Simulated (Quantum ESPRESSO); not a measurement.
The system is GaAs.

```
As Ga
1.0
     0.00000    2.82685    2.82685
     2.82685    0.00000    2.82685
     2.82685    2.82685    0.00000
As Ga
1 1
Cartesian
  4.2403 4.2403 4.2403
  0.0000 0.0000 0.0000
```

| Quantity | Value |
| --- | --- |
| Program | Quantum ESPRESSO 7.5 |
| Task | phonons |
| Functional | WC |
| Potentials or basis | PseudoDojo 0.4.1 SR PBE standard |
| Cutoff | 1143 eV |
| Density cutoff | 4572 eV |
| k mesh | 6 × 6 × 6, shifted |
| Occupations | fermi-dirac, width 0.05 eV |
| Spin | no spin polarisation |
| Mixing beta | 0.5 |
| Most SCF iterations | 120 |
| SCF threshold | 4e-10 Ry |

The first run showed a gap, so the response started from a second, tighter run with fixed occupations.

Which optical modes does the crystal have at the zone centre, and which show in infrared and Raman spectra?

The optical modes are T2. Infrared active: T2. Raman active: T2.

Optical modes at Γ, degenerate ones joined, polar ones without the macroscopic field:
```csv
cm⁻¹,components,symmetry,active in,"IR intensity, summed ((D/Å)²/amu)"
264,3,T2,IR and Raman,8.78
```

Caveat: the shifted mesh misses Γ, where the gap is smaller or closed, so treating the crystal as an insulator may be wrong and the dielectric response too small.
